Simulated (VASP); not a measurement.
The system is WC (Qusongite).

```xyz
2
Lattice="2.9065 0.0000 0.0000 -1.4532 2.5171 0.0000 0.0000 0.0000 2.8366" Properties=species:S:1:pos:R:3 pbc="T T T"
W     0.0000    0.0000    0.0000
C     1.4533    0.8390    1.4183
```

```yaml
Program: VASP 6.6.1
Task: relaxation of cell and atoms
Functional: PBEsol
Dispersion: D4
Potentials_or_basis: VASP PAW PBE potentials, release 64 (W_sv, C)
Cutoff: 600 eV
k_mesh: 10 × 10 × 9
Occupations: fermi-dirac, width 0.05 eV
Spin: no spin polarisation
```

At the start: pressure -6.3 GPa; volume 10.38 Å³/atom.

Where does the relaxation end?

Over 7 steps the energy falls by 3.2 meV/atom and the volume is 10.21 Å³/atom (-1.6 %); space group P-6m2 (No. 187, to 0.05 Å).

The path:
```
step  energy change (eV)  largest force (eV/Å)  pressure (GPa)  volume (Å³)
   1              0.0000                0.0000           -6.33        20.75
   2              0.0502                0.0000           20.83        19.55
   3             -0.0064                0.0000           -0.16        20.44
   4             -0.0064                0.0000           -0.05        20.44
   5             -0.0064                0.0000            0.08        20.43
   6             -0.0064                0.0000            0.17        20.42
   7             -0.0064                0.0000            0.14        20.43
```

Final structure:
```
W C
1.0
     2.89155    0.00000    0.00000
    -1.44578    2.50416    0.00000
     0.00000    0.00000    2.82116
W C
1 1
Direct
  0.00000 0.00000 0.00000
  0.66667 0.33333 0.50000
```

Caveat: the PAW data sets were made with another functional, which shifts forces and pressure a little; pairwise dispersion overbinds metals, which lowers pressure and volume.
